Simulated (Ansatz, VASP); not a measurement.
## Two plane-wave programs on ZnSe

```xyz
2
Lattice="0.0000 2.8324 2.8324 2.8324 0.0000 2.8324 2.8324 2.8324 0.0000" Properties=species:S:1:pos:R:3 pbc="T T T"
Zn    0.0000    0.0000    0.0000
Se    1.4162    1.4162    1.4162
```

The cell is a database's computed one.

Alike in both runs: task relaxation of cell and atoms; functional PBE; k mesh 8 × 8 × 8; occupations gaussian, width 0.02 eV; no spin polarisation.

```csv
,VASP,Ansatz
version,VASP 6.6.1,Ansatz 0.2.0
potentials or method,"VASP PAW PBE potentials, release 64 (Zn, Se)","scalar-relativistic, plane waves, PAW"
plane-wave cutoff (eV),600,420
valence electrons in the cell,18,28
```

VASP gave:

```
gap on the k mesh at the Fermi level, each at its own relaxed structure (eV) : 1.14
relaxed volume (Å³/atom)                                                     : 23.65
relaxed cell length with the largest relative difference (Å)                 : 4.059
energy change over the relaxation (meV/atom)                                 : -7
```

**Question.** Estimate Ansatz's values.

**Answer.** gap on the k mesh at the Fermi level, each at its own relaxed structure (eV): 1.15; relaxed volume (Å³/atom): 23.54; relaxed cell length with the largest relative difference (Å): 4.053; energy change over the relaxation (meV/atom): -5.

The two sets of potentials don't hold the same shells in valence.
